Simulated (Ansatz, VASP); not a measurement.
## One calculation of PbSe, two programs

```xyz
2
Lattice="0.0000 3.0315 3.0621 3.0315 0.0000 3.0621 3.0315 3.0315 0.0000" Properties=species:S:1:pos:R:3 pbc="T T T"
Pb    0.0000    0.0000    0.0000
Se    3.0315    3.0315    3.0621
```

Change from the starting cell: equal xx and yy strain of -1 %, crystal datasets.

Alike in both runs: task electric field gradients; functional PBEsol; k mesh 9 × 9 × 9; occupations fermi-dirac, width 0.01 eV; no spin polarisation.

```csv
,VASP,Ansatz
version,VASP 6.6.1,Ansatz 0.2.0
potentials or method,"VASP PAW PBE potentials, release 64 (Pb_d, Se), cutoff 520 eV","all-electron PAW with datasets made for the crystal, scalar-relativistic"
```

|  | VASP | Ansatz | Ansatz less VASP |
| --- | --- | --- | --- |
| gap on the k mesh at the Fermi level (eV) | 0.63 | 0.63 | -0.001 |
| pressure (GPa) | 0.5 | 0.5 | 0.00 |
| largest component of the traceless stress (GPa) | 0.87 | 0.87 | -0.005 |
| Vzz of the field gradient on the site that differs most (V/Å²) | 31.4 | 33.8 | +2.39 |

Ansatz ran all-electron here, so the differences hold the error of VASP's frozen core and of both bases. Ansatz warned: «gradients_without_spin_orbit».

Caveats: the PAW data sets were made with another functional, which shifts forces and pressure a little (VASP); spin-orbit coupling is left out, which as a rule narrows the gap of such compounds by several tenths of an eV; an odd mesh through Γ misses points on the zone boundary, where band edges often lie.
